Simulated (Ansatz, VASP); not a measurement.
# One calculation of BiTe, two programs

```
Bi Te
1.0
     0.00000    3.25642    3.25642
     3.25642    0.00000    3.25642
     3.25642    3.25642    0.00000
Bi Te
1 1
Direct
  0.00000 0.00000 0.00000
  0.50000 0.50000 0.50000
```

Change from the starting cell: volume scaled by 1.02.

Alike in both runs: task single point; functional PBE; k mesh 7 × 7 × 7; occupations fermi-dirac, width 0.05 eV; no spin polarisation.

|  | VASP | Ansatz |
| --- | --- | --- |
| version | VASP 6.6.1 | Ansatz 0.2.0 |
| potentials or method | VASP PAW PBE potentials, release 64 (Bi_d, Te) | Ansatz PAW |
| plane-wave cutoff (eV) | 520 | 420 |
| valence electrons in the cell | 21 | 31 |

```tsv
	VASP	Ansatz	Ansatz less VASP
gap on the k mesh at the Fermi level (eV)	none	none	-
pressure (GPa)	-0.1	0.0	+0.06
```

A gap of «none» marks a metal or a gap that the smearing closes. The functional is the same, so the differences come from potentials, cutoffs and numerics. The two sets of potentials don't hold the same shells in valence.

Caveats: spin-orbit coupling is left out, which moves the levels of the heavy elements.
